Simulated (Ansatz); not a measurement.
# Ni3Ge (Pm-3m) in Ansatz: further runs

The runs below take Ni3Ge through phonons, elastic constants, with PBEsol.

Program: Ansatz 0.2.0. These are calculated values, not measurements. Logs are shortened: lines on timing, memory, paths and dates and some standing lists are left out, and cuts for length are marked.

## Step 1: The structure

It takes space group Pm-3m (No. 221, cubic). The conventional cell has a = 3.530 Å, b = 3.530 Å, c = 3.530 Å, α = 90.00°, β = 90.00°, γ = 90.00°. Ge (site symmetry m-3m) is surrounded by 12 Ni at 2.50 Å. Ni (site symmetry 4/mmm) is surrounded by 4 Ge at 2.50 Å and 8 Ni at 2.50 Å.

The cell comes from a database or a generator and needn't be the stable form of this composition.

## Step 2: Phonons, PBEsol, collinear spin, ferromagnetic start

File input.yaml:

```yaml
crystal:
  lattice:
    - [3.5303341067, 0.0, 0.0]
    - [0.0, 3.5303341067, 0.0]
    - [0.0, 0.0, 3.5303341067]
  atoms:
    - { symbol: Ge, position: [0.0, 0.0, 0.0] }
    - { symbol: Ni, position: [0.5, 0.5, 0.0], spin: 1.0 }
    - { symbol: Ni, position: [0.0, 0.5, 0.5], spin: 1.0 }
    - { symbol: Ni, position: [0.5, 0.0, 0.5], spin: 1.0 }
hamiltonian:
  xc: pbesol
  pseudopotentials: { kind: paw }
magnetization:
  spin_polarized: true
kpoints:
  mp_grid: { grid: [6, 6, 6] }
scf:
  occupations: { method: fermi_dirac, width: 0.05 }
phonons:
  method: dfpt
```

Potentials or basis: Ansatz PAW.

The run is started by

```console
$ ansatz run input.yaml --threads 2 --pin off --max-ram 5632MiB --backend cpu --events-out ev --progress --plain --runs-dir out
```

What it wrote:

```text
Warning: RAYON_NUM_THREADS=2 ignored (pool sized by the plan → 2); use --threads N
zone centre: on kpoints.mp_grid the ground state, and the responses unless they are solved on pairs of k-points, stand on 64 of the mesh's 216 k-points, reduced under 8 symmetry operations, with k and −k counted as one. Each operation leaves every solved displacement unchanged or reverses it
Engine: ansatz 0.2.0, aarch64-unknown-linux-gnu
Pseudopotentials: kind: paw
Pseudopotential: Ge, paw, valence charge 14, recommended cutoff 420 eV (normal), Ge.paw.azcp
Pseudopotential: Ni, paw, valence charge 18, recommended cutoff 420 eV (normal), Ni.paw.azcp
Functional definition: PBEsol
  exchange = pbesol_x
  correlation = pbesol_c
Crystal: 4 atoms, lattice volume = 43.999 Å³
Basis set: ecut = 420 eV, 847 PW (Γ), exchange–correlation on 48×48×48 points (8 copies of the dense FFT grid, shifted against one another)
Bands: 43, of which v1, the nominal top of the filled ones, is band 34 counted from 1 (33 counted from 0)
Symmetry: 48 space group operations
Space group: Pm-3m (ITA 221), of the structure as read, at distance tolerance 3.5e-5 Å
Magnetic group: BNS 221.92 (UNI 1594), of the structure as read, at distance tolerance 3.5e-5 Å
k-points: 20 of 216
Non-local potential: Ge, projectors of the file, l = 0: 2, l = 1: 2, l = 2: 3, l = 3: 1
Non-local potential: Ni, projectors of the file, l = 0: 3, l = 1: 2, l = 2: 3, l = 3: 1
PAW form: soft (Blöchl's): semilocal exchange-correlation on the pseudo side does not see the compensation charge
PAW frozen core: Ge, regenerated for the run's functional, and the local potential with it (the file was generated under x = pbe(κ = 0.804, μ = 0.2195149727645171), c = pbe(β = 0.06672455060314922))
PAW frozen core: Ni, regenerated for the run's functional, and the local potential with it (the file was generated under x = pbe(κ = 0.804, μ = 0.2195149727645171), c = pbe(β = 0.06672455060314922))
PAW one-centre angular grid: Ge, 590 points (default); XC on 64 Gauss nodes
PAW one-centre angular grid: Ni, 590 points (default); XC on 64 Gauss nodes
Initial density: superposition of atomic densities (chi_scale 0.1, normalization cell)
Starting moments: Σ|m| = 3 μB on 3 of 4 sites
Initial wavefunctions: pseudopotential atomic-orbital guess
[...]
SCF 1 converged in 12 iterations: F = -21669.794879 eV  dr2 = 8.12e-10
[...]
SCF iter   4: F=—  HF=-21669.794879 eV  |F-HF|=—  |Δ(HF+E_count)|=  3.27e-11  Δρ=1.20e-7 (↑1.20e-7 ↓1.20e-7)  dr2=1.67e-11  dr2_m=0.00e0  M=0.000 μB ∫|m|=0.000 μB  β_m=0.65  ethr=1.00e-12  ⟨swp⟩=1.0  Hψ=2624  notcnv=0
SCF iter   5: F=-21669.794879 eV  HF=-21669.794879 eV  |F-HF|=7.28e-12  |Δ(HF+E_count)|=    0.00e0  Δρ=8.66e-8 (↑8.66e-8 ↓8.66e-8)  dr2=8.82e-12  dr2_m=0.00e0  M=0.000 μB ∫|m|=0.000 μB  ethr=1.00e-12  ⟨swp⟩=4.4  Hψ=9683  notcnv=0
SCF 2 converged in 5 iterations: F = -21669.794879 eV  dr2 = 8.82e-12
DFPT response loops at Γ: preconditioner auto → Kerker (q_TF=auto, 2.934 Å⁻¹) (partly filled bands, converged f_vac=0.000); β = 1.00, the filter's whole step (`scf.mixing.beta` (0.30) is not read by the response loops under this deck's `scf.mixing.preconditioner`; to damp them name `kerker` or `kerker_dos`, under which they read `scf.mixing.beta`, and type it under 1.00, their step now; both keys bind the ground state too); Broyden in place of MSR1
SCF converged after 5 iterations
Magnetization: 0.0000 μB (34.0000 up, 34.0000 down)
Absolute magnetization: 0.0000 μB (∫|ρ↑−ρ↓|)
Spin contamination: 0.0000 ħ² per cell (⟨S²⟩ above its minimum at these occupations)
Per-site moments (μB) at R_I (Å): [(0.0, 1.0297333145144605), (0.0, 1.0297333145144605), (0.0, 1.0297333145144605), (0.0, 1.0297333145144605)]
Free energy (F): -21669.794879 eV
Harris-Foulkes:  -21669.794879 eV  (|F-HF|=7.28e-12)
Internal energy: -21669.780240 eV  (E = F + TS)
E sigma→0 (E₀):  -21669.787559 eV
Entropy (-TS):   -0.014639 eV (-3.660 meV/atom)
Fermi energy:    18.578907 eV
--- Per-component energies (eV) ---
  E_band       = -838.794349
  E_kinetic    = 969.017924
  E_local      = -12169.570922  (includes V_loc(G=0)·N_el)
  E_nonlocal   = 2337.061966
  E_hartree    = 5159.351498
  E_xc         = -331.530104
  E_vxc        = -396.969275  (∫ρ·V_xc dr)
  E_paw        = -6771.326592  (= ΣΔE_a)
  E_vpaw       = -1897.038211  (= ΣTr[D̂ρ^β])
  E_aug_tail   = 0.001522  (compensation charges beyond the density's cutoff)
  E_ewald      = -10864.295333
  E_core_change = 1.509803  (= ΣΔE_core)
  E_smearing   = -0.014639  (= −TS)
  E_closure    = -0.000000  (closes the sum)
  Σ components = -21669.794879   (vs F -21669.794879, Δ=0.00e0)
--- Band table (eV; the first three rows and the last of 128) ---
  k-point 0 ↑: bands = ["-84.2499", "-84.2165", "-84.2165", "-44.8720", "-44.8720", "-44.8720", "-44.8195", "-44.8195", "-44.8195", "-44.6608", "-44.6608", "-44.6608", "-6.0880", "-6.0880", "-6.0732", "-6.0732", "-6.0732", "5.9501", "13.6346", "14.7140", "14.7140", "15.1349", "15.1349", "15.1349", "17.0960", "17.0960", "17.0960", "17.5400", "17.5400", "17.5400", "17.9739", "17.9739", "18.2766", "18.5899", "18.5899", "18.5899", "22.4914", "25.4030", "25.4030", "29.0326", "29.0326"]
  k-point 1 ↑: bands = ["-84.2479", "-84.2185", "-84.2165", "-44.8674", "-44.8674", "-44.8658", "-44.8210", "-44.8210", "-44.8199", "-44.6679", "-44.6639", "-44.6639", "-6.0868", "-6.0813", "-6.0732", "-6.0732", "-6.0729", "6.2625", "13.5085", "14.2559", "14.9277", "15.0754", "15.0754", "15.2105", "16.5634", "16.5634", "16.8700", "17.0080", "17.7803", "17.7803", "17.9018", "17.9688", "18.1467", "18.5903", "19.2252", "19.2252", "23.1043", "25.3882", "26.5273", "28.1849", "28.1849"]
  k-point 2 ↑: bands = ["-84.2428", "-84.2235", "-84.2165", "-44.8562", "-44.8562", "-44.8520", "-44.8259", "-44.8259", "-44.8207", "-44.6837", "-44.6703", "-44.6703", "-6.0844", "-6.0733", "-6.0733", "-6.0722", "-6.0678", "7.1141", "11.8591", "14.4457", "14.8905", "14.8905", "15.3893", "15.4619", "16.3624", "16.3624", "16.5974", "16.8041", "17.4787", "17.4787", "17.5503", "17.7167", "18.0228", "18.5909", "20.8259", "20.8259", "23.2486", "25.3514", "25.9111", "25.9111", "26.5531"]
  k-point 63 ↓: bands = ["-84.2275", "-84.2275", "-84.2275", "-44.8957", "-44.8957", "-44.8957", "-44.8173", "-44.7684", "-44.7684", "-44.7684", "-44.6296", "-44.6296", "-6.0864", "-6.0864", "-6.0864", "-6.0483", "-6.0483", "9.5206", "14.4117", "14.4117", "14.4117", "14.6748", "14.6748", "14.6748", "16.3669", "16.3669", "16.3669", "17.2155", "17.2155", "17.2155", "17.3904", "17.3904", "17.9461", "18.3585", "18.3585", "18.3585", "19.2609", "22.7395", "22.7395", "22.7395", "35.8481"]
--- Phonons (Γ-DFPT): 3 representative perturbations + reference, on 64 of 216 k-points (Σ response iterations 9) ---
  k mesh reduced under 8 symmetry operations, with k and −k counted as one. Each operation leaves every solved displacement unchanged or reverses it
  ASR residual: 1.017e-4 → 0.000e0 eV/Å²; symmetrization residual: 8.335e-6 eV/Å²
  ASR residual per site (eV/Å²): 3.93e-5 1.02e-4 1.02e-4 1.02e-4
  Γ frequencies (cm⁻¹): 0.00 0.00 0.00 169.13 169.13 169.13 196.98 196.98 196.98 295.52 295.52 295.52
  non-analytic LO–TO correction: not included (Born effective charges unavailable; polar crystals: no LO–TO splitting at Γ)
```

Wall time 37 s (2 threads of Arm Neoverse V2, shared host); peak memory 0.97 GiB.

Results:

- Free energy: -21669.7949 eV
- Band gap on the k mesh: none (metal or under the smearing width)
- Net moment: 0.00 μB per cell
- Absolute moment: 0.00 μB per cell
- Highest phonon frequency at Γ: 296 cm⁻¹

Phonon frequencies in cm⁻¹ (negative: imaginary):
```csv
q point,frequencies
"(0.000, 0.000, 0.000)",0 0 0 169 169 169 197 197 197 296 296 296
```

Caveat: the PAW data sets come from PBE, with cores solved anew for the run's functional, which leaves a small shift of forces and pressure.

## Step 3: Elastic constants, PBEsol, collinear spin, ferromagnetic start

input.yaml, as its differences from that of step 2:

```diff
@@ -19,3 +19,7 @@
   occupations: { method: fermi_dirac, width: 0.05 }
-phonons:
-  method: dfpt
+output:
+  forces: true
+  stress: true
+elastic:
+  mode: clamped_ion
+  stencil: two_point
```

Potentials or basis: Ansatz PAW.

The run is started by

```console
$ ansatz run input.yaml --threads 2 --pin off --max-ram 5632MiB --backend cpu --events-out ev --progress --plain --runs-dir out
```

Run time: 16 s. Hardware: 2 threads of Arm Neoverse V2, shared host; peak memory 0.46 GiB.

The run converged. Its results:

* Free energy: -21669.7949 eV
* Pressure: -0.9 GPa
* Band gap on the k mesh: none (metal or under the smearing width)
* Net moment: 0.00 μB per cell
* Absolute moment: 0.00 μB per cell
* Clamped-ion elastic constants C11, C12, C44: 311, 166, 120 GPa
* Voigt bulk modulus: 214 GPa

Levels at points of the mesh, in eV from the Fermi level:
Spin up:
| k point | band 31 | band 32 | band 33 | band 34 | band 35 | band 36 | band 37 | band 38 |
| --- | --- | --- | --- | --- | --- | --- | --- | --- |
| (0.00, 0.00, 0.00) | -0.61 | -0.61 | -0.30 | 0.01 | 0.01 | 0.01 | 3.91 | 6.82 |
| (0.00, 0.00, -0.50) | -1.28 | -1.17 | -0.56 | 0.01 | 3.59 | 3.59 | 4.58 | 5.70 |
| (0.00, -0.50, -0.50) | -1.25 | -1.13 | -0.97 | -0.96 | 0.61 | 0.61 | 5.69 | 6.38 |
| (-0.50, -0.50, -0.50) | -1.19 | -1.19 | -0.63 | -0.22 | -0.22 | -0.22 | 0.68 | 4.16 |
Spin down:
| k point | band 31 | band 32 | band 33 | band 34 | band 35 | band 36 | band 37 | band 38 |
| --- | --- | --- | --- | --- | --- | --- | --- | --- |
| (0.00, 0.00, 0.00) | -0.61 | -0.61 | -0.30 | 0.01 | 0.01 | 0.01 | 3.91 | 6.82 |
| (0.00, 0.00, -0.50) | -1.28 | -1.17 | -0.56 | 0.01 | 3.59 | 3.59 | 4.58 | 5.70 |
| (0.00, -0.50, -0.50) | -1.25 | -1.13 | -0.97 | -0.96 | 0.61 | 0.61 | 5.69 | 6.38 |
| (-0.50, -0.50, -0.50) | -1.19 | -1.19 | -0.63 | -0.22 | -0.22 | -0.22 | 0.68 | 4.16 |

Elastic tensor in Voigt notation (GPa, ions clamped, in the Cartesian axes of the cell as first typed):
```
311 166 166   0   0   0
166 311 166   0   0   0
166 166 311   0   0   0
  0   0   0 120   0   0
  0   0   0   0 120   0
  0   0   0   0   0 120
```

Caveat: elastic constants of metals need much finer meshes, so these are rough; the PAW data sets come from PBE, with cores solved anew for the run's functional, which leaves a small shift of forces and pressure.
